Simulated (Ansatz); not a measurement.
**Y (fcc)**

Method: PBE, scalar-relativistic; no spin polarisation; PAW, 420 eV, Γ-centred 14×14×14 mesh, 0.05 eV Gaussian smearing; code Ansatz. The datasets are Ansatz's generated set soft_2.

```
Y
1.0
     0.00000    2.53165    2.53165
     2.53165    0.00000    2.53165
     2.53165    2.53165    0.00000
Y
1
Direct
  0.00000 0.00000 0.00000
```

At room temperature and ambient pressure Y is hcp.

Question: Which orbitals carry the states at the Fermi level, and how many states are there?

Answer: Within 0.1 eV of it: Y 4d 96 % (shares among the projected shells). The density of states at the Fermi level is about 1.6 states/eV per cell, averaged over 0.3 eV.

Density of states (tetrahedra, averaged over 0.4 eV; states/eV per cell of 1 atom; energy in eV from the Fermi level; projections on Löwdin-orthogonalised atomic orbitals, summed over sites):

```csv
E,total,Y 4d,Y 5s,Y 4p,Y 4s
-4.85,0.00,0.00,0.00,0.00,0.00
-4.45,0.07,0.00,0.06,0.00,0.00
-4.05,0.12,0.00,0.11,0.00,0.00
-3.65,0.17,0.01,0.15,0.00,0.01
-3.25,0.22,0.02,0.19,0.01,0.01
-2.85,0.29,0.05,0.23,0.01,0.00
-2.45,0.39,0.11,0.27,0.01,0.00
-2.05,0.63,0.29,0.31,0.01,0.01
-1.65,1.02,0.69,0.30,0.01,0.01
-1.25,1.01,0.79,0.19,0.01,0.00
-0.85,1.10,0.98,0.09,0.01,0.00
-0.45,1.44,1.37,0.02,0.02,0.00
-0.05,1.64,1.50,0.03,0.02,0.00
0.35,1.86,1.52,0.13,0.02,0.00
0.75,1.78,1.57,0.08,0.02,0.00
1.15,1.55,1.30,0.14,0.01,0.00
1.55,1.08,0.92,0.07,0.00,0.00
1.95,1.48,1.42,0.01,0.00,0.00
2.35,1.20,1.18,0.00,0.00,0.00
2.75,1.53,1.45,0.04,0.00,0.00
3.15,1.30,1.22,0.04,0.00,0.00
3.55,0.98,0.91,0.03,0.00,0.00
3.95,1.11,1.03,0.03,0.00,0.00
4.35,1.17,1.08,0.03,0.00,0.00
4.75,1.60,1.46,0.05,0.00,0.00
5.15,1.71,1.55,0.06,0.00,0.00
```

The calculation's cell holds 11 valence electrons, an odd number. Without magnetic order each band takes two, so one stays part-filled and the crystal must be a metal. (Only strong correlation, outside this picture, could make a Mott insulator of it.)
